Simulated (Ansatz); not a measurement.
Free-standing chains of the atoms of Ru, named by their start (strip: triangular double chain, ladder: square double chain); atoms and period are relaxed, and energies count from relaxed bulk Ru (P6_3/mmc, 13.32 Å³/atom, gap on the mesh 0.00 eV).

The calculation used DFT PBEsol, scalar-relativistic, plane waves, PAW in Ansatz.

Cutoff 420 eV, Gaussian smearing of 0.05 eV, energies at zero smearing, symmetry of each start kept, collinear spin where a moment is listed.

```json
{"start": "linear chain", "atoms": "1", "k mesh": "1×1×27", "excess energy (eV per host atom)": "4.557", "period (Å)": "2.175", "highest filled level or Fermi level under vacuum (eV)": "5.17", "size of the moment (μB per cell)": "1.06"}
{"start": "dimerised chain", "atoms": "2", "k mesh": "1×1×14", "excess energy (eV per host atom)": "4.560", "period (Å)": "4.355", "highest filled level or Fermi level under vacuum (eV)": "5.26", "size of the moment (μB per cell)": "2.06"}
{"start": "zigzag chain", "atoms": "2", "k mesh": "1×1×15", "excess energy (eV per host atom)": "3.986", "period (Å)": "3.798", "highest filled level or Fermi level under vacuum (eV)": "-", "size of the moment (μB per cell)": "0.00"}
{"start": "ladder chain", "atoms": "4", "k mesh": "1×1×14", "excess energy (eV per host atom)": "3.380", "period (Å)": "4.558", "highest filled level or Fermi level under vacuum (eV)": "-", "size of the moment (μB per cell)": "0.00"}
{"start": "strip chain", "atoms": "2", "k mesh": "1×1×26", "excess energy (eV per host atom)": "3.643", "period (Å)": "2.425", "highest filled level or Fermi level under vacuum (eV)": "-", "size of the moment (μB per cell)": "2.77"}
```

Zero in every row: gap on the mesh (eV).

Each run keeps its start's symmetry and one magnetic start, so lower states can exist. Rows stand on unlike meshes and boxes, so starts that end alike can differ by a few hundredths of an eV per atom.